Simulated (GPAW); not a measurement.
# Calculated records

## BaS (Fm-3m): one start, several treatments of the self-energy

It takes space group Fm-3m (No. 225, cubic). The conventional cell has a = 6.388 Å, b = 6.388 Å, c = 6.388 Å, α = 90.00°, β = 90.00°, γ = 90.00°. Nearest to Ba lie 6 S at 3.19 Å. S has 6 Ba at 3.19 Å nearest. Farther neighbours and most contacts between anions are not listed.

```
Ba S
1.0
     0.00000    3.19375    3.19375
     3.19375    0.00000    3.19375
     3.19375    3.19375    0.00000
Ba S
1 1
Cartesian
  0.0000 0.0000 0.0000
  3.1937 3.1938 3.1938
```

```yaml
method: DFT, PBE, plane waves, PAW (and 3 further levels or steps)
program: GPAW 26.7.0
settings_of_one_run: cutoff 450 eV, GPAW PAW setups 1.2.1 data release, 4×4×4 k-mesh, nbands 778
cost: 6 runs, 65 min in all on 4 MPI ranks of Arm Neoverse V1, shared host (the runs of this entry)
notes: The cell and positions come from the Crystallography Open Database and are kept as given unless a step says otherwise. Limits: no spin-orbit coupling. Bands and cutoff are finite, so the gap is not at the basis limit. The miss can reach some tenths of an eV and take either sign; the mesh is an error of its own. The program warns of a poor linear fit in the extrapolation of some level, so the extrapolated values are rough.
g0w0_godby_needs_plasmon_pole: 3.487 eV
one_shot_hse06: 3.077 eV
g0w0_extrapolated_in_the_cutoff: 3.586 eV
one_shot_hartree_fock: 8.979 eV
g0w0_full_frequency_hilbert_transform: 3.510 eV
known_limits: not at the basis limit; no spin-orbit coupling
```

One-shot HSE06: −0.410 eV against G0W0, Godby-Needs plasmon pole. G0W0, extrapolated in the cutoff: +0.099 eV against G0W0, Godby-Needs plasmon pole, at other bands or cutoff, so not like for like.

[Paths, hosts, dates, memory and timing lines, banners, echoed tables and standing remarks are left out of the program output.]

[Logs are printed without paths, hosts, clocks, repeated set-up lines and the standing remarks that a program may print on its own settings, such as how far it seeks lower states.]

[Runs of the session that timed out or met a known fault of the program may be left out.]

[Hosts, paths, dates, database ids (printed as entryN), source tags and the programs' standing remarks are cut or masked in the printed files.]
